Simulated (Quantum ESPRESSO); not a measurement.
**Au and the effect of the dispersion correction**

The cell as given:

Space group Im-3m (No. 229). a = 3.315 Å, b = 3.315 Å, c = 3.315 Å, α = 90.00°, β = 90.00°, γ = 90.00°
```tsv
atom	site	symmetry	x	y	z
Au	2a	m-3m	0.0000	0.0000	0.0000
```

This isn't the form of Au at room conditions, which is fcc.

Kept alike: task relaxation of cell and atoms; functional PBEsol; k mesh 11 × 11 × 11; occupations fermi-dirac, width 0.05 eV; no spin polarisation. Program: Quantum ESPRESSO, GBRV 1.5 PBEsol, cutoff 612 eV. The mesh is that of the run's cell of 1 atom. No spin-orbit coupling.

```csv
dispersion correction,volume (Å³/atom)
D3(zero),16.857
D3(BJ),16.620
none,17.046
rVV10,16.463
```

The relaxations keep at least the cell's symmetry (Im-3m). For a metal such a mesh leaves the last digits unconverged. Relaxations stop with a little pressure left, so the last digits of a volume or edge aren't settled.

**Question.** What does the dispersion correction change here?

**Answer.** The volume runs from 16.463 (rVV10) to 17.046 Å³/atom (none). Against no correction: D3(zero) -1.1 %; D3(BJ) -2.5 %; rVV10 -3.4 %. Dispersion terms mostly attract and so lower the volume; the schemes' coefficients and damping set how far.
